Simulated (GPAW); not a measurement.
CuO: band structure with PBE+U

CuO:

```
Cu O
1.0
     0.00000    2.32725    2.32725
     2.32725    0.00000    2.32725
     2.32725    2.32725    0.00000
Cu O
1 1
Direct
  0.00000 0.00000 0.00000
  0.25000 0.25000 0.25000
```

Measurements of this composition are mostly on another form, of space group No. 15.

```json
{"Program": "GPAW 26.7.0", "Task": "band structure", "Functional": "PBE", "Potentials or basis": "GPAW PAW data sets (gpaw-data 1.2.1)", "Cutoff": "800 eV", "Basis": "pw", "k mesh": "10 × 10 × 10", "Occupations": "fermi-dirac, width 0.05 eV", "Spin": "no spin polarisation", "Hubbard terms": "Cu d U = 1 eV", "Maxiter": "150", "Band path": "GXWKGLUWLK,UX", "Band points": "80"}
```

| Quantity | Value |
| --- | --- |
| Pressure | -8.4 GPa |
| Band gap along the path | none (metal or under the smearing width) |

Levels at the corners of the path, in eV from the Fermi level:
| point | band 6 | band 7 | band 8 | band 9 | band 10 |
| --- | --- | --- | --- | --- | --- |
| Γ | -1.97 | 0.74 | 0.74 | 0.74 | 1.04 |
| X | -1.78 | -1.36 | -1.03 | -1.03 | 5.91 |
| W | -1.96 | -1.65 | -1.44 | -0.60 | 7.60 |
| K | -1.87 | -1.58 | -1.05 | -0.64 | 7.15 |
| Γ | -1.97 | 0.74 | 0.74 | 0.74 | 1.04 |
| L | -1.86 | -1.71 | 0.00 | 0.00 | 5.98 |
| U | -1.87 | -1.58 | -1.05 | -0.64 | 7.15 |
| W | -1.96 | -1.65 | -1.44 | -0.60 | 7.60 |
| L | -1.86 | -1.71 | 0.00 | 0.00 | 5.98 |
| K | -1.87 | -1.58 | -1.05 | -0.64 | 7.15 |
| U | -1.87 | -1.58 | -1.05 | -0.64 | 7.15 |
| X | -1.78 | -1.36 | -1.03 | -1.03 | 5.91 |

Run time: 43 s on 1 thread of Arm Neoverse V2 (shared host), peak memory 0.26 GiB.

Caveat: with this Cu data set, volumes or pressures lay over 1.5 % or 2 GPa off other programs in two to four cells of ten; an odd number of electrons without spin polarisation forces a metal; a magnetic or distorted state may lie lower; the run has no spin polarisation, though such a crystal can be magnetic; U without spin polarisation on a metal has little footing.
